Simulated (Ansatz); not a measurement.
BN, DFT, PBEsol, all-electron PAW with datasets made for the crystal, scalar-relativistic (Ansatz 0.2.0), run on 1 thread of Arm Neoverse V1 on a shared host.

The cell is COD entry 9008997, as deposited and not checked against the literature; nothing was relaxed. The listed cell was then made from it by scaling, straining or moving an atom.

Command: `ansatz run input.yaml --threads 1 --pin off --max-ram 4096MiB --backend cpu --events-out ev --progress --plain --runs-dir out`

```yaml
crystal:
  lattice:
    - [2.5123106747, 0.0, 0.0]
    - [-1.2561553374, 2.1757248665, 0.0]
    - [0.0, 0.0, 6.6833303951]
  atoms:
    - { symbol: B, position: [0.3333333333, 0.6666666667, 0.25] }
    - { symbol: B, position: [0.6666666667, 0.3333333333, 0.75] }
    - { symbol: "N", position: [0.3333333333, 0.6666666667, 0.75] }
    - { symbol: "N", position: [0.6666666667, 0.3333333333, 0.25] }
kpoints:
  mp_grid: { grid: [11, 11, 4] }
scf:
  occupations: { method: fermi_dirac, width: 0.03 }
hamiltonian:
  xc: pbesol
  pseudopotentials: { kind: all_electron, datasets: crystal }
output:
  forces: true
  stress: true
  eigenvalues: true
  efg: { contact_densities: true }
```

(1) How large is the problem that the program sets up?

(2) About how long does it take, and how much memory does it use?

Results:

(1) 48 irreducible k-points, 1105 plane waves at Γ, 12 bands.

(2) 7.4 s of wall time for 8 SCF iterations, with a peak of 0.48 GiB. Times on shared machines scatter by tens of per cent.
